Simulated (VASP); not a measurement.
# SnO2 (Cassiterite) (P4_2/mnm) in VASP: notebook, part 2 of 2

VASP 6.6.1.

## 3. Relaxation of cell and atoms, PBE

This run uses another cell than the first one, of 12.42 Å³/atom, 1.042 times its volume.

INCAR reads:

```
  PREC = Accurate
  ENCUT = 300
  EDIFF = 1E-7
  ISMEAR = 0
  SIGMA = 0.03
  LREAL = F
  LASPH = T
  NELM = 80
  ALGO = Normal
  ISIF = 3
  LWAVE = F
  LCHARG = F
  GGA = PE
  IBRION = 2
  NSW = 90
  EDIFFG = -0.005
  KPAR = 2
```

KPOINTS reads:

```
Automatic mesh
0
Gamma
  3 3 4
```

POSCAR reads:

```
SnO2                                    
1.0
    4.7965125981     -0.0000000000      0.0000000000
    0.0000000000      4.7965125981      0.0000000000
    0.0000000000      0.0000000000      3.2385770873
  Sn              O             
     2     4
Direct
     1.0000000000000000    1.0000000000000000    1.0000000000000000
     0.5000000000000000    0.5000000000000000    0.5000000000000000
     0.3062841103130023    0.3062841103130023    0.0000000000000000
     0.1937158896869977    0.8062841103130023    0.5000000000000000
     0.6937158896869977    0.6937158896869977    0.0000000000000000
     0.8062841103130023    0.1937158896869977    0.5000000000000000
```

Potentials or basis: VASP PAW PBE potentials, release 64 (Sn_d, O_s).

On the command line:

```bash
cat potpaw_PBE.64/Sn_d/POTCAR potpaw_PBE.64/O_s/POTCAR > POTCAR
mpirun -np 2 vasp_std > vasp.out
```

OUTCAR:

```text
PREC = Accurate
   ENCUT = 300
   EDIFF = 1E-7
   ISMEAR = 0
   LREAL = F
   LASPH = T
   NELM = 80
   ISIF = 3
   GGA = PE
   IBRION = 2
   NSW = 90
   EDIFFG = -0.005

 ion  position               nearest neighbor table
   1  0.000  0.000  0.000-   3 2.08   5 2.08   4 2.09   6 2.09   4 2.09   6 2.09   2 3.76   2 3.76
                             2 3.76   2 3.76   2 3.76   2 3.76   2 3.76   2 3.76
   2  0.500  0.500  0.500-   4 2.08   6 2.08   5 2.09   3 2.09   3 2.09   5 2.09   1 3.76   1 3.76
                             1 3.76   1 3.76   1 3.76   1 3.76   1 3.76   1 3.76
   3  0.306  0.306  0.000-   1 2.08   2 2.09   2 2.09
   4  0.194  0.806  0.500-   2 2.08   1 2.09   1 2.09
   5  0.694  0.694  0.000-   1 2.08   2 2.09   2 2.09
   6  0.806  0.194  0.500-   2 2.08   1 2.09   1 2.09

  LATTYP: Found a simple tetragonal cell.
 ALAT       =     4.7965125981
 C/A-ratio  =     0.6751941168

  Lattice vectors:

 A1 = (   4.7965125981,   0.0000000000,   0.0000000000)
 A2 = (   0.0000000000,   4.7965125981,   0.0000000000)
 A3 = (   0.0000000000,   0.0000000000,   3.2385770873)

Analysis of symmetry for initial positions (statically):
=====================================================================
 Subroutine PRICEL returns:
 Original cell was already a primitive cell.

 Routine SETGRP: Setting up the symmetry group for a
 simple tetragonal supercell.

 Subroutine GETGRP returns: Found 16 space group operations
 (whereof  8 operations were pure point group operations)
 out of a pool of 16 trial point group operations.

The static configuration has the point symmetry D_2h.
 The point group associated with its full space group is D_4h.

Analysis of symmetry for dynamics (positions and initial velocities):
=====================================================================
 Subroutine PRICEL returns:
 Original cell was already a primitive cell.

 Routine SETGRP: Setting up the symmetry group for a
 simple tetragonal supercell.

 Subroutine GETGRP returns: Found 16 space group operations
 (whereof  8 operations were pure point group operations)
 out of a pool of 16 trial point group operations.

The dynamic configuration has the point symmetry D_2h.
 The point group associated with its full space group is D_4h.

 Subroutine INISYM returns: Found 16 space group operations
 (whereof  8 operations are pure point group operations),
 and found     1 'primitive' translations

----------------------------------------------------------------------------------------

                                     Primitive cell

  volume of cell :      74.5084

  direct lattice vectors                    reciprocal lattice vectors
     4.796512598  0.000000000  0.000000000     0.208484806  0.000000000  0.000000000
     0.000000000  4.796512598  0.000000000     0.000000000  0.208484806  0.000000000
     0.000000000  0.000000000  3.238577087     0.000000000  0.000000000  0.308777581

  length of vectors
     4.796512598  4.796512598  3.238577087     0.208484806  0.208484806  0.308777581

  position of ions in fractional coordinates (direct lattice)
     0.000000000  0.000000000  0.000000000
     0.500000000  0.500000000  0.500000000
     0.306284110  0.306284110  0.000000000
     0.193715890  0.806284110  0.500000000
     0.693715890  0.693715890  0.000000000
[... 24 lines left out ...]
     0.000000000  0.000000000  0.077194395     0.000000000  0.000000000  0.250000000

  Length of vectors
     0.069494935  0.069494935  0.077194395

  Shift w.r.t. Gamma in fractional coordinates (k-lattice)
     0.000000000  0.000000000  0.000000000

 Subroutine IBZKPT returns following result:
 ===========================================

 Found      9 irreducible k-points:

 Following reciprocal coordinates:
            Coordinates               Weight
  0.000000  0.000000  0.000000      1.000000
  0.333333  0.000000  0.000000      4.000000
  0.333333  0.333333  0.000000      4.000000
  0.000000  0.000000  0.250000      2.000000
  0.333333  0.000000  0.250000      8.000000
  0.333333  0.333333  0.250000      8.000000
  0.000000  0.000000  0.500000      1.000000
  0.333333  0.000000  0.500000      4.000000
  0.333333  0.333333  0.500000      4.000000
   k-points           NKPTS =      9   k-points in BZ     NKDIM =      9   number of bands    NBANDS=     31
   number of dos      NEDOS =    301   number of ions     NIONS =      6
   total plane-waves  NPLWV =  14112
   dimension x,y,z NGX =    28 NGY =   28 NGZ =   18
   dimension x,y,z NGXF=    56 NGYF=   56 NGZF=   36
   ions per type =               2   4
   NGX,Y,Z   is equivalent  to a cutoff of   9.70,  9.70,  9.24 a.u.
   NGXF,Y,Z  is equivalent  to a cutoff of  19.41, 19.41, 18.48 a.u.
 SYSTEM =  unknown system
   PREC   = accura    normal or accurate (medium, high low for compatibility)
   ISTART =      0    job   : 0-new  1-cont  2-samecut
   ICHARG =      2    charge: 1-file 2-atom 10-const
   ISPIN  =      1    spin polarized calculation?
   LNONCOLLINEAR =      F non collinear calculations
   LSORBIT =      F    spin-orbit coupling
   LASPH  =      T    aspherical Exc in radial PAW
   ENCUT  =  300.0 eV  22.05 Ry    4.70 a.u.   6.77  6.77  4.57*2*pi/ulx,y,z
   NELM   =     80;   NELMIN=  2; NELMDL= -5     # of ELM steps
   EDIFF  = 0.1E-06   stopping-criterion for ELM
   LREAL  =      F    real-space projection
   EDIFFG = -.5E-02   stopping-criterion for IOM
   NSW    =     90    number of steps for IOM
   IBRION =      2    ionic relax: 0-MD 1-quasi-New 2-CG
   NFREE  =      1    steps in history (QN), initial steepest desc. (CG)
   ISIF   =      3    stress and relaxation
   ISYM   =      2    0-nonsym 1-usesym 2-fastsym
   POTIM  = 0.5000    time-step for ionic-motion
   TEBEG  =    0.0;   TEEND  =   0.0 temperature during run
   PSTRESS=    0.0 pullay stress
   NELECT =      52.0000    total number of electrons
   NUPDOWN=      -1.0000    fix difference up-down
   EMIN   =  10.00;   EMAX   =-10.00  energy-range for DOS
   EFERMI =   0.00;   METHOD = LEGACY
   ISMEAR =     0;   SIGMA  =   0.03  broadening in eV -4-tet -1-fermi 0-gaus
   EFERMI_NEDOS =   21; number of points for ismear=-14 and -15
   IALGO  =     38    algorithm
   IMIX   =      4    mixing-type and parameters
     AMIX     =   0.40;   BMIX     =  1.00
     AMIX_MAG =   1.60;   BMIX_MAG =  1.00
  volume/ion in A,a.u.               =      12.42        83.80
  Fermi-wavevector in a.u.,A,eV,Ry     =   1.452137  2.744140 28.690615  2.108701
  Thomas-Fermi vector in A             =   2.569553
   LORBIT       =      0    0 simple, 1 ext, 2 COOP (PROOUT), +10 PAW based schemes
   GGA     = PE    functional components
   LHFCALC =     F    Hartree Fock is set to
   AEXX    =    0.0000 exact exchange contribution
   IVDW    =     0    specifies the selected vdW correction
   LEPSILON=     F    determine dielectric tensor
   LRPA    =     F    only Hartree local field effects (RPA)
 conjugate gradient relaxation of ions
 non-spin polarized calculation
 Gauss-broadening in eV      SIGMA  =   0.03
  energy-cutoff  :      300.00
  volume of cell :       74.51
 maximum number of plane-waves:       913
 NGX is ok and might be reduce to    28
   NGX = 13   NGY = 13   NGZ =  9

--------------------------------------- Ionic step        1  -------------------------------------------

 number of electron      51.9999962 magnetization

 Free energy of the ion-electron system (eV)
  ---------------------------------------------------
  ext. energy  EPLUGINS =         0.00000000
  ---------------------------------------------------
  free energy    TOTEN  =       -37.25115214 eV

  energy without entropy =      -37.25115214  energy(sigma->0) =      -37.25115214

------------------------ aborting loop because EDIFF is reached ----------------------------------------

  FORCE on cell =-STRESS in cart. coord.  units (eV):
  Direction    XX          YY          ZZ          XY          YZ          ZX
  --------------------------------------------------------------------------------------
  -------------------------------------------------------------------------------------
  Total        0.3849202      0.3849202      0.4227714      0.0000000      0.0000000      0.0000000
  in kB        8.2770561      8.2770561      9.0909813      0.0000000      0.0000000      0.0000000
  external PRESSURE =       8.5483645 kB  Pullay stress =       0.0000000 kB
[... 107 lines left out ...]
--------------------------------------- Ionic step        4  -------------------------------------------

 number of electron      51.9999961 magnetization

 Free energy of the ion-electron system (eV)
  ---------------------------------------------------
  ext. energy  EPLUGINS =         0.00000000
  ---------------------------------------------------
  free energy    TOTEN  =       -37.25196870 eV

  energy without entropy =      -37.25196870  energy(sigma->0) =      -37.25196870

 E-fermi :   6.1522     XC(G=0): -11.0270

 val. band max:        5.9437441799   @ k =   0.0000   0.0000   0.0000
 cond. band min:       6.6663556128   @ k =   0.0000   0.0000   0.0000
 fundamental gap:      0.7226114329
 Fermi energy:         6.1521775346

 k-point     1 :       0.0000    0.0000    0.0000
  band No.  band energies     occupation
      1     -15.0965      2.00000
      2     -14.4017      2.00000
      3     -14.2111      2.00000
      4     -14.1847      2.00000
      5     -14.1847      2.00000
      6     -14.1226      2.00000
[... 328 lines left out ...]
  FREE ENERGIE OF THE ION-ELECTRON SYSTEM (eV)
  ---------------------------------------------------
  free  energy   TOTEN  =       -37.2519687033 eV

  energy  without entropy=      -37.2519687033  energy(sigma->0) =      -37.25196870

 reached required accuracy - stopping structural energy minimisation
```

Run time: 29 s. Hardware: 2 MPI ranks of AMD EPYC 7R13 (Zen 3), shared host; peak memory 0.11 GiB.

The run converged, but some of its settings lie outside the range that counts as converged, so its numbers aren't taken as properties of the crystal.

What came out:

| Quantity | Value |
| --- | --- |
| Free energy | -37.2520 eV |
| Relaxed volume | 12.47 Å³/atom |
| Relaxed cell | a = 4.804 Å, b = 4.804 Å, c = 3.242 Å, α = 90.00°, β = 90.00°, γ = 90.00° |
| Space group after relaxing (to 0.05 Å) | P4_2/mnm (No. 136) |
| Energy gained by relaxing | 0.1 meV/atom |
| Ionic steps | 4 |
| Band gap on the k mesh | 0.72 eV, direct |

Caveat: the k mesh is coarse (spacing up to 0.49 Å⁻¹), so the values aren't converged; the cutoff is under 1.25 times the usual one of these potentials, so pressure, stress and relaxed cells hold a basis-set (Pulay) error; spin-orbit coupling is left out, which moves the levels of the heavy elements.

## 4. Relaxation of cell and atoms, PBE

INCAR reads:

```
ALGO = Normal
EDIFF = 1E-6
EDIFFG = -0.01
ENCUT = 600
GGA = PE
IBRION = 2
ISIF = 3
ISMEAR = 0
KPAR = 2
LASPH = T
LCHARG = F
LREAL = F
LWAVE = F
NELM = 80
NSW = 90
PREC = Accurate
SIGMA = 0.03
```

KPOINTS reads:

```
k-points
0
Gamma
  6 6 8
```

POSCAR reads:

```
SnO2
1.0
    4.7380000000      0.0000000000      0.0000000000
    0.0000000000      4.7380000000      0.0000000000
    0.0000000000      0.0000000000      3.1865000000
Sn O
2 4
Direct
    0.0000000000      0.0000000000      0.0000000000
    0.5000000000      0.5000000000      0.5000000000
    0.3071000000      0.3071000000      0.0000000000
    0.1929000000      0.8071000000      0.5000000000
    0.6929000000      0.6929000000      0.0000000000
    0.8071000000      0.1929000000      0.5000000000
```

Potentials or basis: VASP PAW PBE potentials, release 64 (Sn_d, O).

On the command line:

```bash
cat potpaw_PBE.64/Sn_d/POTCAR potpaw_PBE.64/O/POTCAR > POTCAR
mpirun -np 2 vasp_std > vasp.out
```

Run time: 2.6 min. Hardware: 2 MPI ranks of Intel Xeon 6975P-C (Granite Rapids), shared host; peak memory 0.27 GiB.

Results (log left out):

* Free energy: -37.3118 eV
* Relaxed volume: 12.61 Å³/atom
* Relaxed cell: a = 4.830 Å, b = 4.830 Å, c = 3.243 Å, α = 90.00°, β = 90.00°, γ = 90.00°
* Space group after relaxing (to 0.05 Å): P4_2/mnm (No. 136)
* Energy gained by relaxing: 23.7 meV/atom
* Ionic steps: 8
* Pressure after relaxing: 0.0 GPa
* Largest force after relaxing: 0.004 eV/Å
* Band gap on the k mesh: 0.64 eV, direct

Forces on the atoms (eV/Å):
```
Sn   0.000  0.000  0.000
Sn   0.000  0.000  0.000
O   -0.003 -0.003  0.000
O    0.003 -0.003  0.000
O    0.003  0.003  0.000
O   -0.003  0.003  0.000
```

Step by step:
| step | energy change (eV) | largest force (eV/Å) | pressure (GPa) | volume (Å³) |
| --- | --- | --- | --- | --- |
| 1 | 0.0000 | 0.2935 | 11.61 | 71.53 |
| 2 | 0.0636 | 0.3605 | -10.52 | 80.85 |
| 3 | -0.1403 | 0.0638 | 0.00 | 75.51 |
| 4 | -0.1403 | 0.0579 | 0.21 | 75.43 |
| 5 | -0.1420 | 0.0032 | 0.10 | 75.57 |
| 6 | -0.1421 | 0.0194 | 0.06 | 75.63 |
| 7 | -0.1422 | 0.0006 | -0.12 | 75.68 |
| 8 | -0.1422 | 0.0043 | -0.04 | 75.67 |

Final structure:
```
Sn O
1.0
     4.83034    0.00000    0.00000
     0.00000    4.83034    0.00000
     0.00000    0.00000    3.24328
Sn O
2 4
Direct
  0.00000 0.00000 0.00000
  0.50000 0.50000 0.50000
  0.30658 0.30658 0.00000
  0.19342 0.80658 0.50000
  0.69342 0.69342 0.00000
  0.80658 0.19342 0.50000
```

Levels at points of the mesh, in eV from the valence-band top:
```csv
k point,band 24,band 25,band 26,band 27,band 28,band 29
"(0.00, 0.00, 0.00)",-0.74,-0.74,0.00,0.64,5.65,6.04
"(0.50, 0.00, 0.00)",-1.21,-0.60,-0.60,3.85,3.85,6.78
"(0.50, 0.50, 0.00)",-1.33,-0.85,-0.85,4.24,4.24,7.13
"(0.00, 0.00, 0.50)",-1.52,-1.18,-1.18,5.55,5.55,9.34
"(0.50, 0.00, 0.50)",-1.01,-0.75,-0.75,5.81,5.81,7.59
"(0.50, 0.50, 0.50)",-0.91,-0.78,-0.78,4.32,4.32,8.60
```

Caveat: spin-orbit coupling is left out, which moves the levels of the heavy elements. Expect the measured gap to be larger: semilocal functionals such as PBE lack the derivative discontinuity.
